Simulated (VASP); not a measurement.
# Cr (P6_3/mmc) in VASP: further runs

The runs below take Cr through single point, with PBEsol.

All numbers are computed with VASP 6.6.1; they aren't measurements. Logs are shortened: lines on timing, memory, paths and dates and some standing lists are left out, and cuts for length are marked.

### 1 The crystal as given

Symmetry: P6_3/mmc, No. 194, hexagonal system. Conventional cell: a = 2.714 Å, b = 2.714 Å, c = 4.410 Å, α = 90.00°, β = 90.00°, γ = 120.00°. Cr (site symmetry -6m2) has 12 Cr at 2.71 Å as nearest neighbours.

This isn't the form of Cr at room conditions, which is bcc.

### 2 Single point, PBEsol, collinear spin, ferromagnetic start

INCAR

```
SYSTEM = Cr
ADDGRID = .FALSE.
ALGO = Normal
EDIFF = 1E-6
ENCUT = 400
GGA = PS
ISIF = 2
ISMEAR = 1
ISPIN = 2
LASPH = .TRUE.
LCHARG = .FALSE.
LMAXMIX = 4
LORBIT = 11
LREAL = .FALSE.
LWAVE = .FALSE.
MAGMOM = 3 3
NELM = 100
PREC = Accurate
SIGMA = 0.4
```

KPOINTS

```
k-points
0
G
  17 17 9
  0 0 0
```

POSCAR

```
Cr
1.0
    2.7140000000      0.0000000000      0.0000000000
   -1.3570000000      2.3503929459      0.0000000000
    0.0000000000      0.0000000000      4.4100000000
Cr
2
Direct
    0.6666666667      0.3333333333      0.7500000000
    0.3333333333      0.6666666667      0.2500000000
```

Potentials or basis: VASP PAW PBE potentials, release 64 (Cr_pv).

Launch:

```
$ cat potpaw_PBE.64/Cr_pv/POTCAR > POTCAR
$ mpirun -np 1 vasp_std > vasp.out
```

OUTCAR:

```text
SYSTEM = Cr
   EDIFF = 1E-6
   ENCUT = 400
   GGA = PS
   ISIF = 2
   ISMEAR = 1
   ISPIN = 2
   LASPH = .TRUE.
   LORBIT = 11
   LREAL = .FALSE.
   NELM = 100
   PREC = Accurate

 Found    165 irreducible k-points:

 Following reciprocal coordinates:
            Coordinates               Weight
  0.000000  0.000000  0.000000      1.000000
  0.058824  0.000000  0.000000      6.000000
  0.117647  0.000000  0.000000      6.000000
  0.176471  0.000000  0.000000      6.000000
  0.235294  0.000000  0.000000      6.000000
  0.294118 -0.000000  0.000000      6.000000
   k-points           NKPTS =    165   k-points in BZ     NKDIM =    165   number of bands    NBANDS=     19
   number of dos      NEDOS =    301   number of ions     NIONS =      2
   total plane-waves  NPLWV =   9720
   dimension x,y,z NGX =    18 NGY =   18 NGZ =   30
   dimension x,y,z NGXF=    36 NGYF=   36 NGZF=   60
   ions per type =               2
   NGX,Y,Z   is equivalent  to a cutoff of  11.03, 11.03, 11.31 a.u.
   NGXF,Y,Z  is equivalent  to a cutoff of  22.05, 22.05, 22.62 a.u.
 SYSTEM =  Cr
   PREC   = accura    normal or accurate (medium, high low for compatibility)
   ISTART =      0    job   : 0-new  1-cont  2-samecut
   ICHARG =      2    charge: 1-file 2-atom 10-const
   ISPIN  =      2    spin polarized calculation?
   LNONCOLLINEAR =      F non collinear calculations
   LSORBIT =      F    spin-orbit coupling
   LASPH  =      T    aspherical Exc in radial PAW
   ENCUT  =  400.0 eV  29.40 Ry    5.42 a.u.   4.43  4.43  7.19*2*pi/ulx,y,z
   NELM   =    100;   NELMIN=  2; NELMDL= -5     # of ELM steps
   EDIFF  = 0.1E-05   stopping-criterion for ELM
   LREAL  =      F    real-space projection
   EDIFFG = 0.1E-04   stopping-criterion for IOM
   NSW    =      0    number of steps for IOM
   IBRION =     -1    ionic relax: 0-MD 1-quasi-New 2-CG
   NFREE  =      0    steps in history (QN), initial steepest desc. (CG)
   ISIF   =      2    stress and relaxation
   ISYM   =      2    0-nonsym 1-usesym 2-fastsym
   POTIM  = 0.5000    time-step for ionic-motion
   TEBEG  =    0.0;   TEEND  =   0.0 temperature during run
   PSTRESS=    0.0 pullay stress
   NELECT =      24.0000    total number of electrons
   NUPDOWN=      -1.0000    fix difference up-down
   EMIN   =  10.00;   EMAX   =-10.00  energy-range for DOS
   EFERMI =   0.00;   METHOD = LEGACY
   ISMEAR =     1;   SIGMA  =   0.40  broadening in eV -4-tet -1-fermi 0-gaus
   EFERMI_NEDOS =   21; number of points for ismear=-14 and -15
   IALGO  =     38    algorithm
   IMIX   =      4    mixing-type and parameters
     AMIX     =   0.40;   BMIX     =  1.00
     AMIX_MAG =   1.60;   BMIX_MAG =  1.00
  volume/ion in A,a.u.               =      14.07        94.92
  Fermi-wavevector in a.u.,A,eV,Ry     =   1.552681  2.934142 32.801180  2.410819
  Thomas-Fermi vector in A             =   2.657021
   LORBIT       =     11    0 simple, 1 ext, 2 COOP (PROOUT), +10 PAW based schemes
   GGA     = PS    functional components
   LHFCALC =     F    Hartree Fock is set to
   AEXX    =    0.0000 exact exchange contribution
   IVDW    =     0    specifies the selected vdW correction
   LEPSILON=     F    determine dielectric tensor
   LRPA    =     F    only Hartree local field effects (RPA)
 spin polarized calculation
 Methfessel and Paxton  Order N= 1 SIGMA  =   0.40
  energy-cutoff  :      400.00
  volume of cell :       28.13
 maximum number of plane-waves:       537
 NGX is ok and might be reduce to    18
   NGX =  9   NGY =  9   NGZ = 15

 number of electron      24.0000004 magnetization       1.6633325

 Free energy of the ion-electron system (eV)
  ---------------------------------------------------
  ext. energy  EPLUGINS =         0.00000000
  ---------------------------------------------------
  free energy    TOTEN  =       -18.89808835 eV

  energy without entropy =      -18.88914917  energy(sigma->0) =      -18.89510862

 E-fermi :   8.1386     XC(G=0): -12.6939

 val. band max:        8.1378385619   @ k =   0.1765   0.1765   0.2222
 cond. band min:       8.1389432831   @ k =   0.1176   0.0000   0.0000
 fundamental gap:      0.0011047213
 Fermi energy:         8.1385590081

 spin component 1

 k-point     1 :       0.0000    0.0000    0.0000
  band No.  band energies     occupation
      1     -35.1590      1.00000
      2     -34.7974      1.00000
      3     -34.7974      1.00000
      4     -34.7301      1.00000
      5     -34.7301      1.00000
      6     -34.6687      1.00000
[... 11 lines left out ...]
     18       9.5409     -0.00000
     19      15.0036     -0.00000

 k-point     2 :       0.0588    0.0000    0.0000
  band No.  band energies     occupation
      1     -35.1534      1.00000
      2     -34.8092      1.00000
      3     -34.8012      1.00000
      4     -34.7428      1.00000
      5     -34.7321      1.00000
      6     -34.6708      1.00000
[... 11 lines left out ...]
     18      10.0603     -0.00000
     19      15.0039     -0.00000

 k-point     3 :       0.1176    0.0000    0.0000
  band No.  band energies     occupation
      1     -35.1372      1.00000
      2     -34.8433      1.00000
      3     -34.8119      1.00000
      4     -34.7786      1.00000
      5     -34.7376      1.00000
      6     -34.6767      1.00000
[... 11 lines left out ...]
     18      10.9580     -0.00000
     19      15.0049     -0.00000

 k-point     4 :       0.1765    0.0000    0.0000
  band No.  band energies     occupation
      1     -35.1118      1.00000
      2     -34.8971      1.00000
      3     -34.8325      1.00000
      4     -34.8283      1.00000
      5     -34.7464      1.00000
      6     -34.6873      1.00000
[... 11 lines left out ...]
     18      11.9661     -0.00000
     19      15.0067     -0.00000

 k-point     5 :       0.2353    0.0000    0.0000
  band No.  band energies     occupation
      1     -35.0788      1.00000
      2     -34.9615      1.00000
      3     -34.8959      1.00000
      4     -34.8476      1.00000
      5     -34.7576      1.00000
      6     -34.7021      1.00000
[... 11 lines left out ...]
     18      13.0447     -0.00000
     19      15.0100     -0.00000

 k-point     6 :       0.2941   -0.0000    0.0000
  band No.  band energies     occupation
      1     -35.0414      1.00000
      2     -35.0286      1.00000
      3     -34.9602      1.00000
      4     -34.8667      1.00000
      5     -34.7690      1.00000
      6     -34.7210      1.00000
[... 11 lines left out ...]
     18      14.1731     -0.00000
     19      15.0141     -0.00000

 [... further k-points ...]

 spin component 2

 k-point     1 :       0.0000    0.0000    0.0000
  band No.  band energies     occupation
      1     -34.4346      1.00000
      2     -34.0157      1.00000
      3     -34.0157      1.00000
      4     -33.9475      1.00000
      5     -33.9475      1.00000
      6     -33.9348      1.00000
[... 11 lines left out ...]
     18      10.3339     -0.00000
     19      15.9080     -0.00000

 k-point     2 :       0.0588    0.0000    0.0000
  band No.  band energies     occupation
      1     -34.4289      1.00000
      2     -34.0278      1.00000
      3     -34.0196      1.00000
      4     -33.9605      1.00000
      5     -33.9494      1.00000
      6     -33.9369      1.00000
[... 11 lines left out ...]
     18      10.7483     -0.00000
     19      15.9079     -0.00000

 k-point     3 :       0.1176    0.0000    0.0000
  band No.  band energies     occupation
      1     -34.4122      1.00000
      2     -34.0627      1.00000
      3     -34.0306      1.00000
      4     -33.9970      1.00000
      5     -33.9551      1.00000
      6     -33.9429      1.00000
[... 11 lines left out ...]
     18      11.5749     -0.00000
     19      15.9105     -0.00000

 k-point     4 :       0.1765    0.0000    0.0000
  band No.  band energies     occupation
      1     -34.3864      1.00000
      2     -34.1177      1.00000
      3     -34.0521      1.00000
      4     -34.0472      1.00000
      5     -33.9640      1.00000
      6     -33.9537      1.00000
[... 11 lines left out ...]
     18      12.5441     -0.00000
     19      15.9238     -0.00000

 k-point     5 :       0.2353    0.0000    0.0000
  band No.  band energies     occupation
      1     -34.3526      1.00000
      2     -34.1836      1.00000
      3     -34.1169      1.00000
      4     -34.0670      1.00000
      5     -33.9753      1.00000
      6     -33.9687      1.00000
[... 11 lines left out ...]
     18      13.5946     -0.00000
     19      15.9546     -0.00000

 k-point     6 :       0.2941   -0.0000    0.0000
  band No.  band energies     occupation
      1     -34.3144      1.00000
      2     -34.2522      1.00000
      3     -34.1825      1.00000
      4     -34.0864      1.00000
      5     -33.9879      1.00000
      6     -33.9870      1.00000
[... 11 lines left out ...]
     18      14.6983     -0.00000
     19      15.9786     -0.00000

 [... further k-points ...]

------------------------ aborting loop because EDIFF is reached ----------------------------------------

  FORCE on cell =-STRESS in cart. coord.  units (eV):
  Direction    XX          YY          ZZ          XY          YZ          ZX
  --------------------------------------------------------------------------------------
  -------------------------------------------------------------------------------------
  Total       -6.1577390     -6.1577390     -5.2898524      0.0000000     -0.0000000     -0.0000000
  in kB     -350.7058045   -350.7058046   -301.2764822      0.0000000     -0.0000000     -0.0000000
  external PRESSURE =    -334.2293638 kB  Pullay stress =       0.0000000 kB

 VOLUME and BASIS-vectors are now :
 -----------------------------------------------------------------------------
  energy-cutoff  :      400.00
  volume of cell :       28.13
      direct lattice vectors                 reciprocal lattice vectors
     2.714000000  0.000000000  0.000000000     0.368459838  0.212730387  0.000000000
    -1.357000000  2.350392946  0.000000000     0.000000000  0.425460773  0.000000000
     0.000000000  0.000000000  4.410000000     0.000000000  0.000000000  0.226757370

 POSITION                                       TOTAL-FORCE (eV/Angst)
 -----------------------------------------------------------------------------------
      1.35700      0.78346      3.30750         0.000000     -0.000000      0.000000
     -0.00000      1.56693      1.10250        -0.000000      0.000000      0.000000
 -----------------------------------------------------------------------------------
    total drift:                               -0.000000      0.000000     -0.000000

  FREE ENERGIE OF THE ION-ELECTRON SYSTEM (eV)
  ---------------------------------------------------
  free  energy   TOTEN  =       -18.8980883506 eV

  energy  without entropy=      -18.8891491734  energy(sigma->0) =      -18.89510862

 total charge

# of ion       s       p       d       tot
------------------------------------------
    1        0.376   6.282   4.054  10.712
    2        0.376   6.282   4.054  10.712
--------------------------------------------------
tot          0.751  12.564   8.108  21.424

 magnetization (x)

# of ion       s       p       d       tot
------------------------------------------
    1        0.001   0.021   0.747   0.770
    2        0.001   0.021   0.747   0.770
--------------------------------------------------
tot          0.002   0.043   1.495   1.539
```

It took 86 s on 1 thread of Intel Xeon Platinum 8488C (Sapphire Rapids), shared host; peak memory 0.2 GiB.

The run converged, but some of its settings lie outside the range that counts as converged, so its numbers aren't taken as properties of the crystal.

What came out:

- Free energy: -18.8981 eV
- Pressure: -33.4 GPa
- Band gap on the k mesh: none (metal or under the smearing width)
- Net moment: 1.66 μB per cell
- Site moments: Cr +0.77 μB
- Valence electrons inside the program's atomic spheres: Cr 10.71

Caveat: a pressure of tens of GPa on the cell as given is suspect, and the run, the potentials or the cell itself is likely at fault; the PAW data sets were made with another functional, which shifts forces and pressure a little.

### 3 Single point, PBEsol, collinear spin, ferromagnetic start

INCAR, as its differences from that of step 2:

```diff
@@ -18,2 +18,2 @@
 PREC = Accurate
-SIGMA = 0.4
+SIGMA = 0.2
```

KPOINTS is that of step 2.

POSCAR is that of step 2.

Potentials or basis: VASP PAW PBE potentials, release 64 (Cr_pv).

Launch:

```
$ cat potpaw_PBE.64/Cr_pv/POTCAR > POTCAR
$ mpirun -np 1 vasp_std > vasp.out
```

Run time: 79 s. Hardware: 1 thread of Intel Xeon Platinum 8488C (Sapphire Rapids), shared host; peak memory 0.19 GiB.

These settings aren't checked as converged: the numbers below hold their error.

Results:

```yaml
Free_energy: -18.8987 eV
Pressure: -33.1 GPa
Band_gap_on_the_k_mesh: none (metal or under the smearing width)
Net_moment: 1.81 μB per cell
Site_moments: Cr +0.84 μB
Valence_electrons_inside_the_program's_atomic_spheres: Cr 10.71
```

Caveat: a pressure of tens of GPa on the cell as given is suspect, and the run, the potentials or the cell itself is likely at fault; the PAW data sets were made with another functional, which shifts forces and pressure a little.

(Part 1 of 2 ends here.)
